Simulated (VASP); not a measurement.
# Ag2O (Pn-3m) in VASP: single point with HSE06

Aim: the single point of Ag2O with HSE06.

Everything below comes from runs of VASP 6.6.1. Logs are shortened: lines on timing, memory, paths and dates and some standing lists are left out, and cuts for length are marked.

### Step 1. The structure

The structure is cubic, space group Pn-3m (No. 224). Conventional cell: a = 4.702 Å, b = 4.702 Å, c = 4.702 Å, α = 90.00°, β = 90.00°, γ = 90.00°. Ag (site symmetry -3m) has 2 O at 2.04 Å as nearest neighbours. O (site symmetry -43m) is surrounded by 4 Ag at 2.04 Å.

The cell comes from a database or a generator and needn't be the stable form of this composition.

### Step 2. Single point, HSE06

Input file POSCAR:

```
Ag2O
1.0
    4.7022500000      0.0000000000      0.0000000000
    0.0000000000      4.7022500000      0.0000000000
    0.0000000000      0.0000000000      4.7022500000
Ag O
4 2
Direct
    0.2500000000      0.2500000000      0.7500000000
    0.7500000000      0.2500000000      0.2500000000
    0.2500000000      0.7500000000      0.2500000000
    0.7500000000      0.7500000000      0.7500000000
    0.0000000000      0.0000000000      0.0000000000
    0.5000000000      0.5000000000      0.5000000000
```

Input file INCAR.step1:

```
SYSTEM = Ag2O
  ALGO = Normal
  EDIFF = 1E-5
  ENCUT = 520
  GGA = PE
  ISIF = 2
  ISMEAR = 0
  LASPH = .True.
  LREAL = .False.
  LWAVE = .True.
  NELM = 100
  PREC = Accurate
  SIGMA = 0.1
```

Input file INCAR.step2:

```
SYSTEM = Ag2O
  ALGO = Normal
  EDIFF = 1E-6
  ENCUT = 520
  GGA = PE
  HFSCREEN = 0.2
  ISIF = 2
  ISMEAR = 0
  ISTART = 1
  LASPH = .True.
  LCHARG = .True.
  LELF = .True.
  LHFCALC = .True.
  LREAL = .False.
  LVHAR = .True.
  LWAVE = .False.
  NELM = 100
  PREC = Accurate
  PRECFOCK = Fast
  SIGMA = 0.1
```

Input file KPOINTS:

```
k-points
0
Gamma
  4 4 4
  0 0 0
```

Potentials or basis: VASP PAW PBE potentials, release 64 (Ag, O).

Command:

```
> cat potpaw_PBE.64/Ag/POTCAR potpaw_PBE.64/O/POTCAR > POTCAR
> cp INCAR.step1 INCAR
> mpirun -np 1 vasp_std > vasp.out
> cp INCAR.step2 INCAR
> mpirun -np 1 vasp_std > vasp.out
```

OUTCAR:

```text
SYSTEM = Ag2O
   EDIFF = 1E-6
   ENCUT = 520
   GGA = PE
   HFSCREEN = 0.2
   ISIF = 2
   ISMEAR = 0
   ISTART = 1
   LASPH = .True.
   LHFCALC = .True.
   LREAL = .False.
   NELM = 100
   PREC = Accurate
   PRECFOCK = Fast

 ion  position               nearest neighbor table
   1  0.250  0.250  0.750-   5 2.04   6 2.04   4 3.32   2 3.32   3 3.32   2 3.32   3 3.32   3 3.32
                             4 3.32   3 3.32   2 3.32   4 3.32   2 3.32   4 3.32
   2  0.750  0.250  0.250-   5 2.04   6 2.04   4 3.32   1 3.32   3 3.32   1 3.32   4 3.32   3 3.32
                             4 3.32   4 3.32   1 3.32   3 3.32   1 3.32   3 3.32
   3  0.250  0.750  0.250-   5 2.04   6 2.04   4 3.32   1 3.32   2 3.32   1 3.32   4 3.32   1 3.32
                             2 3.32   1 3.32   2 3.32   4 3.32   4 3.32   2 3.32
   4  0.750  0.750  0.750-   5 2.04   6 2.04   3 3.32   1 3.32   2 3.32   2 3.32   3 3.32   1 3.32
                             2 3.32   2 3.32   1 3.32   3 3.32   3 3.32   1 3.32
   5  0.000  0.000  0.000-   1 2.04   2 2.04   3 2.04   4 2.04
   6  0.500  0.500  0.500-   1 2.04   2 2.04   3 2.04   4 2.04

  LATTYP: Found a simple cubic cell.
 ALAT       =     4.7022500000

  Lattice vectors:

 A1 = (   4.7022500000,   0.0000000000,   0.0000000000)
 A2 = (   0.0000000000,   4.7022500000,   0.0000000000)
 A3 = (   0.0000000000,   0.0000000000,   4.7022500000)

Analysis of symmetry for initial positions (statically):
=====================================================================
 Subroutine PRICEL returns:
 Original cell was already a primitive cell.

 Routine SETGRP: Setting up the symmetry group for a
 simple cubic supercell.

 Subroutine GETGRP returns: Found 48 space group operations
 (whereof 24 operations were pure point group operations)
 out of a pool of 48 trial point group operations.

The static configuration has the point symmetry T_d .
 The point group associated with its full space group is O_h .

Analysis of symmetry for dynamics (positions and initial velocities):
=====================================================================
 Subroutine PRICEL returns:
 Original cell was already a primitive cell.

 Routine SETGRP: Setting up the symmetry group for a
 simple cubic supercell.

 Subroutine GETGRP returns: Found 48 space group operations
 (whereof 24 operations were pure point group operations)
 out of a pool of 48 trial point group operations.

The dynamic configuration has the point symmetry T_d .
[... 105 lines left out ...]
   NUPDOWN=      -1.0000    fix difference up-down
   EMIN   =  10.00;   EMAX   =-10.00  energy-range for DOS
   EFERMI =   0.00;   METHOD = LEGACY
   ISMEAR =     0;   SIGMA  =   0.10  broadening in eV -4-tet -1-fermi 0-gaus
   EFERMI_NEDOS =   21; number of points for ismear=-14 and -15
   IALGO  =     38    algorithm
   IMIX   =      1    mixing-type and parameters
     AMIX     =   0.40;   BMIX     =  1.00
     AMIX_MAG =   1.60;   BMIX_MAG =  1.00
  volume/ion in A,a.u.               =      17.33       116.94
  Fermi-wavevector in a.u.,A,eV,Ry     =   1.331982  2.517082 24.139142  1.774177
  Thomas-Fermi vector in A             =   2.460952
   LORBIT       =      0    0 simple, 1 ext, 2 COOP (PROOUT), +10 PAW based schemes
   GGA     = PE    functional components
   LHFCALC =     T    Hartree Fock is set to
   PRECFOCK=fast      Normal, Fast or Accurate (Low or Medium for compatibility)
   ENCUT4O =  -1.0   cutoff for four orbital integrals eV
   NKREDX  =     1    reduce k-point grid by
   NKREDY  =     1    reduce k-point grid by
   NKREDZ  =     1    reduce k-point grid by
   AEXX    =    0.2500 exact exchange contribution
   HFSCREEN=    0.2000 screening length (either q_TF or 0.3 A-1)
   HFSCREENC=   0.2000 screening length for correlation (either q_TF or 0.3 A-1)
   ENCUTFOCK=  -1.0 apply spherical cutoff to Coloumb kernel
   IVDW    =     0    specifies the selected vdW correction
   LEPSILON=     F    determine dielectric tensor
   LRPA    =     F    only Hartree local field effects (RPA)
 non-spin polarized calculation
 Gauss-broadening in eV      SIGMA  =   0.10
  energy-cutoff  :      520.00
  volume of cell :      103.97
 maximum number of plane-waves:      2826
 NGX is ok and might be reduce to    36
  NGX = 20; NGY = 20; NGZ = 20

 number of electron      56.0000046 magnetization

 Free energy of the ion-electron system (eV)
  ---------------------------------------------------
  ext. energy  EPLUGINS =         0.00000000
  ---------------------------------------------------
  free energy    TOTEN  =       -25.92745213 eV

  energy without entropy =      -25.92745213  energy(sigma->0) =      -25.92745213

 E-fermi :   4.5061     XC(G=0):  -8.6587

 val. band max:        3.9886011913   @ k =   0.0000   0.0000   0.0000
 cond. band min:       5.2225242788   @ k =   0.0000   0.0000   0.0000
 fundamental gap:      1.2339230875
 Fermi energy:         4.5060551520

 k-point     1 :       0.0000    0.0000    0.0000
  band No.  band energies     occupation
      1     -16.6753      2.00000
      2     -15.9187      2.00000
      3      -3.5665      2.00000
      4      -3.5665      2.00000
      5      -3.5665      2.00000
      6      -1.0702      2.00000
[... 349 lines left out ...]
     32      10.5333      0.00000
     33      10.5333      0.00000

------------------------ aborting loop because EDIFF is reached ----------------------------------------

  FORCE on cell =-STRESS in cart. coord.  units (eV):
  Direction    XX          YY          ZZ          XY          YZ          ZX
  --------------------------------------------------------------------------------------
  -------------------------------------------------------------------------------------
  Total        3.0639408      3.0639408      3.0639408      0.0000000      0.0000000     -0.0000000
  in kB       47.2143275     47.2143275     47.2143275      0.0000000      0.0000000     -0.0000000
  external PRESSURE =      47.2143275 kB  Pullay stress =       0.0000000 kB

 VOLUME and BASIS-vectors are now :
 -----------------------------------------------------------------------------
  energy-cutoff  :      520.00
  volume of cell :      103.97
      direct lattice vectors                 reciprocal lattice vectors
     4.702250000  0.000000000  0.000000000     0.212664150  0.000000000  0.000000000
     0.000000000  4.702250000  0.000000000     0.000000000  0.212664150  0.000000000
     0.000000000  0.000000000  4.702250000     0.000000000  0.000000000  0.212664150

 POSITION                                       TOTAL-FORCE (eV/Angst)
 -----------------------------------------------------------------------------------
      1.17556      1.17556      3.52669        -0.000000      0.000000     -0.000000
      3.52669      1.17556      1.17556        -0.000000     -0.000000      0.000000
      1.17556      3.52669      1.17556         0.000000      0.000000     -0.000000
      3.52669      3.52669      3.52669         0.000000     -0.000000      0.000000
      0.00000      0.00000      0.00000        -0.000000     -0.000000     -0.000000
      2.35113      2.35113      2.35113         0.000000      0.000000      0.000000
 -----------------------------------------------------------------------------------
    total drift:                                0.000002      0.000009      0.000000

  FREE ENERGIE OF THE ION-ELECTRON SYSTEM (eV)
  ---------------------------------------------------
  free  energy   TOTEN  =       -25.9274521326 eV

  energy  without entropy=      -25.9274521326  energy(sigma->0) =      -25.92745213
```

Wall time 24 min (1 thread of AMD EPYC 9R45 (Zen 5), shared host); peak memory 0.31 GiB.

What came out:

- Free energy: -25.9275 eV
- Pressure: 4.7 GPa
- Band gap on the k mesh: 1.23 eV, direct

Levels at points of the mesh, in eV from the valence-band top:
| k point | band 24 | band 25 | band 26 | band 27 | band 28 | band 29 | band 30 | band 31 | band 32 | band 33 |
| --- | --- | --- | --- | --- | --- | --- | --- | --- | --- | --- |
| (0.00, 0.00, 0.00) | -3.25 | -3.25 | 0.00 | 0.00 | 0.00 | 1.23 | 3.05 | 3.05 | 9.21 | 9.21 |
| (0.50, 0.00, 0.00) | -2.94 | -1.91 | -1.91 | -0.49 | -0.49 | 3.38 | 3.38 | 5.97 | 5.97 | 8.81 |
| (0.50, 0.50, 0.00) | -2.29 | -1.93 | -1.93 | -0.91 | -0.91 | 3.35 | 3.35 | 5.14 | 5.14 | 8.37 |
| (0.50, 0.50, 0.50) | -3.34 | -1.91 | -0.79 | -0.79 | -0.79 | 3.70 | 3.70 | 3.70 | 6.54 | 6.54 |

Caveat: the PAW data sets were made with another functional, which shifts forces and pressure a little.
